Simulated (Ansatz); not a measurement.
**All-electron card of Ga**

```
CELL_PARAMETERS angstrom
3.01103 0.00000 0.00000
-1.50552 2.60763 0.00000
0.00000 0.00000 4.86610
ATOMIC_POSITIONS crystal
Ga 0.33333 0.66667 0.25000
Ga 0.66667 0.33333 0.75000
```

Atom numbers follow the list: Ga1, Ga2.

The conventional cell has a = 3.011 Å, b = 3.011 Å, c = 4.866 Å, α = 90.00°, β = 90.00°, γ = 120.00°. Ga (atom 1) is surrounded by 12 Ga at 2.99 to 3.01 Å.

The structure comes from a relaxation in the same program, started in the hcp type, and has space group P6_3/mmc. Whether it is a known phase or the ground state wasn't checked.

All numbers below come from DFT, PBE, all-electron LAPW, scalar-relativistic (Ansatz 0.2.0).

Settings: a Γ-centred 18×18×10 k mesh, Fermi–Dirac smearing of 0.05 eV, basis error target 0.5 meV/atom, no spin polarisation.

```json
{"Pressure at this cell": "-0.02 GPa", "Volume per atom": "19.10 Å³"}
```

Problem. Give the computed value. Density of states at the Fermi level (0.2 eV bin).

Solution. 0.84 states/eV per cell.

Problem. Predict this quantity. Band gap.

Solution. none: bands cross the Fermi level, a metal.
